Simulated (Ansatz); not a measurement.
# Ni (sc type): the cost of one run

Method: DFT PBE, with the methods named in each step, in Ansatz 0.2.0.

This is Ni in the simple cubic structure; at room conditions it is fcc.

2 further runs of the same task are left out: 2 that didn't finish.

## (1) The structure to begin with

It takes space group Pm-3m (No. 221, cubic). The conventional cell has a = 2.332 Å, b = 2.332 Å, c = 2.332 Å, α = 90.00°, β = 90.00°, γ = 90.00°. Ni (site symmetry m-3m) is surrounded by 6 Ni at 2.33 Å.

As a file:

```
Ni
1.0
     2.33200    0.00000    0.00000
     0.00000    2.33200    0.00000
     0.00000    0.00000    2.33200
Ni
1
Direct
  0.00000 0.00000 0.00000
```

Whether this phase is the stable one at these pressures isn't tested.

## (2) The reference volume, LAPW

The input, input.yaml:

```yaml
crystal:
  lattice:
    - [2.3320034608, 0.0, 0.0]
    - [0.0, 2.3320034608, 0.0]
    - [0.0, 0.0, 2.3320034608]
  atoms:
    - { symbol: Ni, position: [0.0, 0.0, 0.0], spin: 1.0 }
magnetization:
  spin_polarized: true
kpoints:
  mp_grid: { grid: [18, 18, 18] }
  band_path:
    path:
      - [0.0, 0.0, 0.0]
      - [0.0, 0.5, 0.0]
      - [0.5, 0.5, 0.0]
      - [0.0, 0.0, 0.0]
      - [0.5, 0.5, 0.5]
      - [0.0, 0.5, 0.0]
      - [0.5, 0.5, 0.5]
      - [0.5, 0.5, 0.0]
    npoints: 14
scf:
  occupations: { method: fermi_dirac, width: 0.1 }
hamiltonian:
  xc: pbe
  pseudopotentials: { kind: all_electron, lapw: { basis_error: 0.001 } }
output:
  forces: true
  stress: true
  eigenvalues: true
  populations: true
  dos: { projected: true, de: 0.2, e_range: [-14, 8] }
```

Run with:

```bash
$ ansatz run input.yaml --threads 1 --pin off --max-ram 3072MiB --backend cpu --events-out ev --progress --plain --runs-dir out
```

Q: Estimate wall time and peak memory on 1 thread of Intel Xeon Platinum 8488C (Sapphire Rapids), shared host.

About 31 s, with a peak of 0.54 GiB.
